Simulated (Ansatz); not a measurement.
Here is an Ansatz 0.2.0 calculation.

Contents of input.yaml:

```yaml
crystal:
  lattice:
    - [0.0, 3.274, 3.274]
    - [3.274, 0.0, 3.274]
    - [3.274, 3.274, 0.0]
  atoms:
    - { symbol: Rb, position: [0.0, 0.0, 0.0] }
    - { symbol: Cl, position: [0.5, 0.5, 0.5] }
kpoints:
  mp_grid: { grid: [5, 5, 5] }
scf:
  occupations: { method: fermi_dirac, width: 0.02 }
hamiltonian:
  xc: pbe
  pseudopotentials: { kind: all_electron, lapw: { basis_error: 0.002 } }
output:
  forces: true
  stress: true
  eigenvalues: true
```

Potentials or basis: all-electron LAPW, scalar-relativistic.

The run is started by

```console
$ ansatz run input.yaml --threads 1 --pin off --max-ram 2560MiB --backend cpu --events-out ev --progress --plain --runs-dir out
```

(1) Predict the pressure.

(2) What does it give for the band gap on the k mesh?

Results:

(1) 1.2 GPa.

(2) 5.05 eV, direct.
